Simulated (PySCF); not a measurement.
Method used: delta-SCF UKS SCAN, pcX-2 on the ionised atom, pcseg-1 elsewhere, spin-free X2C (PySCF). Geometries: GFN2-xTB; isolated species, one conformer each. Values against the vacuum level.

Problem. Rank by computed C 1s binding energy, lowest first.
A. Carbon in `N#C[SiH](C#N)C#N`
B. C1 in `[CH2:1]1[CH2:2][CH2:3][NH2+:4][CH2:5]1`
C. C5 in `[N:1]#[C:2][C@@:3]1([F:4])[C@H:5]([F:6])[C@@H:7]1[F:8]`
D. C3 in `[CH:1]#[C:2][C:3](=[O:4])[O-:5]`
E. C4 in `[CH3:1][CH:2]=[N+:3]([CH3:4])[CH3:5]`

Solution. D (288.76 eV), A (292.99 eV), C (294.59 eV), B (295.72 eV), E (297.13 eV).

The highest is bonded to N and 3 H in a species of charge +1, the lowest to 2 O and C in a species of charge -1; the range is 8.37 eV.

Problem. Rank by computed N 1s binding energy, lowest first.
A. Nitrogen in `C([SiH](C#N)C#N)#N`
B. Nitrogen in `C1CC[NH2+]C1`
C. Nitrogen in `CC=[N+](C)C`
D. Nitrogen in `N#C[C@@]1(F)[C@H](F)[C@@H]1F`

Solution. D (405.94 eV), A (406.53 eV), C (412.91 eV), B (414.08 eV).

The highest is bonded to 2 C and 2 H in a species of charge +1, the lowest to C (triple bond); the range is 8.14 eV.

The basis sets have no added diffuse functions, a weakness for anions.
